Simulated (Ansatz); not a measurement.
The system is LiCl.

```xyz
2
Lattice="0.0000 2.5648 2.5648 2.5648 0.0000 2.5648 2.5648 2.5648 0.0000" Properties=species:S:1:pos:R:3 pbc="T T T"
Cl    2.5648    2.5648    2.5648
Li    0.0000    0.0000    0.0000
```

```yaml
Program: Ansatz 0.2.0
Task: relaxation of cell and atoms
Functional: LDA
Potentials_or_basis: JTH PAW LDA
Cutoff: 1200 eV
Density_cutoff: 6000 eV
k_mesh: 9 × 9 × 9
Occupations: fixed
Spin: no spin polarisation
```

At the start: volume 16.87 Å³/atom.

How do energy, volume and symmetry change on relaxing?

Over 5 steps the energy falls by 15.9 meV/atom and the volume is 15.36 Å³/atom (-8.9 %); space group Fm-3m (No. 225, to 0.05 Å).

The path:
```
step  energy change (eV)  largest force (eV/Å)  volume (Å³)
   1              0.0000                0.0000        33.74
   2             -0.0289                0.0000        31.63
   3             -0.0322                0.0000        30.57
   4             -0.0322                0.0000        30.73
   5             -0.0319                0.0000        30.73
```

Final structure:
```xyz
2
Lattice="0.0000 2.4859 2.4859 2.4859 0.0000 2.4859 2.4859 2.4859 0.0000" Properties=species:S:1:pos:R:3 pbc="T T T"
Cl    2.4859    2.4859    2.4859
Li    0.0000    0.0000    0.0000
```
